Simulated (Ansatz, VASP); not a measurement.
# AlN: VASP beside Ansatz, part 2 of 2

Aim: how closely do two programs agree when they are given the same cell, functional and k mesh? Of the first pair: The cell is taken from a series of runs on this material, whose earlier steps may have relaxed, scaled, displaced or heated it; both programs get it as it stands.

VASP 6.6.1 and Ansatz 0.2.0.

So far: Set-up; VASP: relaxation of cell and atoms, PBEsol; Ansatz: relaxation of cell and atoms, PBEsol; Differences; Ansatz: relaxation, PBEsol.

## Step 6: VASP: single point, PBEsol, pair 2

Level of this step: PBEsol; plane waves and PAW (Al, N) (VASP).

The same cell, functional, mesh and smearing now go to VASP, with its own data sets.

The input, INCAR:

```
SYSTEM = AlN
PREC = Accurate
ENCUT = 600
EDIFF = 1E-06
NELM = 120
ISMEAR = -1
SIGMA = 0.02
LREAL = .FALSE.
ALGO = Normal
GGA = PS
NBANDS = 10
LORBIT = 11
LWAVE = .FALSE.
LCHARG = .FALSE.
ISIF = 2
LASPH = .TRUE.
GGA_COMPAT = .FALSE.
EFERMI = MIDGAP
```

The input, POSCAR:

```
AlN
1.0
    0.0000000000      2.1713658051      2.1713658051
    2.1713658051      0.0000000000      2.1713658051
    2.1713658051      2.1713658051      0.0000000000
Al N
1 1
Direct
    0.0000000000      0.0000000000      0.0000000000
    0.7500000000      0.7500000000      0.7500000000
```

The input, KPOINTS:

```
Automatic mesh
0
Gamma
11 11 11
0 0 0
```

PAW data sets: Al and N (PBE family, release 64).

Started as:

```console
$ mpirun -np 1 vasp_std
```

Numbers of over 12 decimals in the logs are rounded to 6 here.

Output:

```text
[banner, memory and clock lines left out]
running    1 mpi-ranks, on    1 nodes
[...]
[... a notice as in an earlier step ...]

 LDA part: xc-table for (Slater+PW92), standard interpolation
 POSCAR, INCAR and KPOINTS ok, starting setup
[...]
entering main loop
       N       E                     dE             d eps       ncg     rms          rms(c)
DAV:   1     0.139768247842E+02    0.13977E+02   -0.42446E+03  1120   0.759E+02
DAV:   2    -0.166845105616E+02   -0.30661E+02   -0.29379E+02  1334   0.160E+02
DAV:   3    -0.178664171423E+02   -0.11819E+01   -0.11797E+01  1344   0.311E+01
DAV:   4    -0.178723936417E+02   -0.59765E-02   -0.59760E-02  1272   0.229E+00
[...]
DAV:   9    -0.156050482846E+02    0.76172E-03   -0.20074E-03  1320   0.318E-01    0.222E-01
DAV:  10    -0.156050697803E+02   -0.21496E-04   -0.21260E-04  1228   0.105E-01    0.258E-02
DAV:  11    -0.156050690942E+02    0.68606E-06   -0.22327E-06  1252   0.132E-02
   1 F= -.15605069E+02 E0= -.15605069E+02  d E =0.000000E+00
```

Parts of OUTCAR (step 6):

```text
  Total        0.6286697      0.6286697      0.6286697      0.0000000      0.0000000     -0.0000000
  in kB       49.1930903     49.1930903     49.1930903      0.0000000      0.0000000     -0.0000000
  external PRESSURE =      49.1930903 kB  Pullay stress =       0.0000000 kB

 POSITION                                       TOTAL-FORCE (eV/Angst)
 -----------------------------------------------------------------------------------
      0.00000      0.00000      0.00000         0.000000      0.000000      0.000000
      3.25705      3.25705      3.25705        -0.000000     -0.000000     -0.000000
 -----------------------------------------------------------------------------------
    total drift:                               -0.000000     -0.000000     -0.000000

  FREE ENERGIE OF THE ION-ELECTRON SYSTEM (eV)
  ---------------------------------------------------
  free  energy   TOTEN  =       -15.6050690942 eV

  energy  without entropy=      -15.6050690942  energy(sigma->0) =      -15.60506909

[... 1 part as in an earlier step ...]

[... 2 further parts left out ...]
[key lines of the parts left out:]
E-fermi :   7.7039
```

The run ends at a pressure of 4.92 GPa.

## Step 7: Differences

What differs besides the data sets and the points named for the pairs above, as far as they apply: Ansatz's pressure holds a Pulay correction, VASP's none. Total energies have different zeros and are not compared.

The two programs side by side:

| quantity | Ansatz | VASP | difference |
| --- | --- | --- | --- |
| pressure (GPa) | 5.00 | 4.92 | +0.08 |
| gap on the k mesh (eV) | 3.329 | 3.321 | +0.008 |

A gap on the mesh is an upper bound, since the band edges may lie between its points.

## Step 8: Ansatz: relaxation, PBEsol

This run makes the geometry at which the two programs are then compared. The cell compared in this pair holds 21.41 Å³, against 20.48 Å³ for the pair before.

The structure compared here is the end of the Ansatz relaxation.

The input, input.yaml:

```yaml
crystal:
  lattice:
    - [0.0, 2.1886353043, 2.1886353043]
    - [2.1886353043, 0.0, 2.1886353043]
    - [2.1886353043, 2.1886353043, 0.0]
  atoms:
    - { symbol: Al, position: [0.0, 0.0, 0.0] }
    - { symbol: "N", position: [0.75, 0.75, 0.75] }
kpoints:
  mp_grid: { grid: [11, 11, 11] }
scf:
  occupations: { method: fermi_dirac, width: 0.02 }
hamiltonian:
  xc: pbesol
  pseudopotentials: { kind: paw, azcp: { folder: soft_1 }, xc_functional: pbe }
basis:
  ecutwfc: 600
output:
  forces: true
  stress: true
relax:
  f_tol: 0.005
  max_steps: 70
  cell: { stress_tol: 0.02, p_target: -4 }
```

Started as:

```console
$ ansatz run input.yaml --threads 4 --pin off --max-ram 10240MiB --backend cpu --events-out ev --progress --plain --runs-dir out
```

Output:

```text
[...]
Crystal: 2 atoms, lattice volume = 20.968 Å³
Basis set: ecut = 600 eV, 725 PW (Γ), exchange–correlation on 50×50×50 points (8 copies of the dense FFT grid, shifted against one another)
Bands: 8, of which v1, the nominal top of the filled ones, is band 4 counted from 1 (3 counted from 0)
Symmetry: 24 space group operations
[...]
k-points: 56 of 1331 (time reversal used)
[...]
-3.998982       0.000000       0.000000
        0.000000      -3.998982       0.000000
        0.000000       0.000000      -3.998982
  P = ⅓ Tr σ = -3.9990 GPa (-39.990 kbar)
--- Relaxed structure (4 steps of the walk, 4 accepted, 1 SCFs on fresh bases) ---
[...]
cell:  # Å, volume = 21.4075 Å³
    - [0, 2.203833, 2.203833]
    - [2.203833, 0, 2.203833]
    - [2.203833, 2.203833, 0]
  atoms:
    - { symbol: Al, position: [0, 0, 0] }
    - { symbol: N, position: [0.75, 0.75, 0.75] }
[key lines of the parts left out:]
SCF converged after 5 iterations
Free energy (F): -905.915380 eV
Fermi energy:    8.242587 eV
```

## Step 9: VASP: single point, PBEsol, pair 3

The same cell, functional, mesh and smearing now go to VASP, with its own data sets.

INCAR is that of step 6.

The input, POSCAR:

```
AlN
1.0
    0.0000000000      2.2038334500      2.2038334500
    2.2038334500      0.0000000000      2.2038334500
    2.2038334500      2.2038334500      0.0000000000
Al N
1 1
Direct
    0.0000000000      0.0000000000      0.0000000000
    0.7500000000      0.7500000000      0.7500000000
```

KPOINTS is that of step 6.

Started as:

```console
$ mpirun -np 1 vasp_std
```

Output:

```text
[... set-up lines as in an earlier step ...]
 entering main loop
       N       E                     dE             d eps       ncg     rms          rms(c)
DAV:   1     0.147616051829E+02    0.14762E+02   -0.42572E+03  1128   0.758E+02
DAV:   2    -0.166166134656E+02   -0.31378E+02   -0.30273E+02  1388   0.158E+02
DAV:   3    -0.177824685369E+02   -0.11659E+01   -0.11637E+01  1354   0.304E+01
DAV:   4    -0.177887862422E+02   -0.63177E-02   -0.63173E-02  1270   0.232E+00
[...]
DAV:   9    -0.156077123386E+02    0.86034E-03   -0.22467E-03  1296   0.335E-01    0.219E-01
DAV:  10    -0.156077318476E+02   -0.19509E-04   -0.24563E-04  1246   0.112E-01    0.268E-02
DAV:  11    -0.156077309023E+02    0.94525E-06   -0.24473E-06  1240   0.138E-02
   1 F= -.15607731E+02 E0= -.15607731E+02  d E =0.000000E+00
```

From OUTCAR (step 9):

```text
  Total       -0.5533321     -0.5533321     -0.5533321     -0.0000000      0.0000000     -0.0000000
  in kB      -41.4123737    -41.4123737    -41.4123737     -0.0000000      0.0000000     -0.0000000
  external PRESSURE =     -41.4123737 kB  Pullay stress =       0.0000000 kB

 POSITION                                       TOTAL-FORCE (eV/Angst)
 -----------------------------------------------------------------------------------
      0.00000      0.00000      0.00000        -0.000000     -0.000000     -0.000000
      3.30575      3.30575      3.30575         0.000000      0.000000      0.000000
 -----------------------------------------------------------------------------------
    total drift:                               -0.000000     -0.000000     -0.000000

  FREE ENERGIE OF THE ION-ELECTRON SYSTEM (eV)
  ---------------------------------------------------
  free  energy   TOTEN  =       -15.6077309023 eV

  energy  without entropy=      -15.6077309023  energy(sigma->0) =      -15.60773090

[... 1 part as in an earlier step ...]

[... 2 further parts left out ...]
[key lines of the parts left out:]
E-fermi :   7.2721
```

The run ends at a pressure of -4.14 GPa.

## Step 10: Differences

The two programs side by side:

| quantity | Ansatz | VASP | difference |
| --- | --- | --- | --- |
| pressure (GPa) | -4.00 | -4.14 | +0.14 |
| gap on the k mesh (eV) | 3.302 | 3.295 | +0.007 |

A gap on the mesh is an upper bound, since the band edges may lie between its points.

## Step 11: Results

| Property | Result |
| --- | --- |
| difference in volume (relaxation of cell and atoms, PBEsol) | 0.049 % |
| difference in gap on the k mesh (single point, PBEsol, pair 2) | 0.0075 eV |
| difference in gap on the k mesh (single point, PBEsol, pair 3) | 0.0069 eV |

What this shows: The difference in gap on the k mesh is 0.0075 eV (single point, PBEsol, pair 2), within the 0.08 eV picked in this series as the mark of a large difference. 4 further runs of this series are not shown here. How closely two codes agree says nothing of how well the functional describes the real material.

[Lines on the potential files, build, host, timing and source positions are cut from VASP's logs without a mark.]

[Logs are printed without paths, hosts, clocks, repeated set-up lines and the standing remarks that a program may print on its own settings, such as how far it seeks lower states.]

[Hosts, paths, dates, database ids (printed as entryN), source tags and the programs' standing remarks are cut or masked in the printed files.]
